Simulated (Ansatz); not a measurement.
A run of Ansatz 0.2.0 is set up as follows.

input.yaml

```yaml
crystal:
  lattice:
    - [1.488052925, -2.59468961, 0.0]
    - [1.488052925, 2.59468961, 0.0]
    - [0.0, 0.0, 4.72759579]
  atoms:
    - { symbol: Ge, position: [0.33344663, 0.66655337, 0.25] }
    - { symbol: Ge, position: [0.66655337, 0.33344663, 0.75] }
kpoints:
  mp_grid: { grid: [8, 8, 4] }
scf:
  occupations: { method: fermi_dirac, width: 0.05 }
hamiltonian:
  xc: pbesol
  pseudopotentials: { kind: all_electron, datasets: crystal }
output:
  forces: true
  stress: true
  eigenvalues: true
```

Potentials or basis: all-electron PAW datasets made for the crystal.

Launch:

```bash
$ ansatz run input.yaml --threads 2 --pin off --max-ram 8192MiB --backend cpu --events-out ev --progress --plain --runs-dir out
```

Task: What does it give for the band gap on the k mesh?

Result: None (metal or under the smearing width).

Task: What does it give for the largest force?

Result: 0.005 eV/Å.

Task: Estimate the pressure.

Result: 0.3 GPa.

Forces on the atoms (eV/Å):
```
Ge   0.000  0.005  0.000
Ge   0.000 -0.005  0.000
```

Caveat: the k mesh is thin for a metal, which can move the energy by tens of meV per atom.
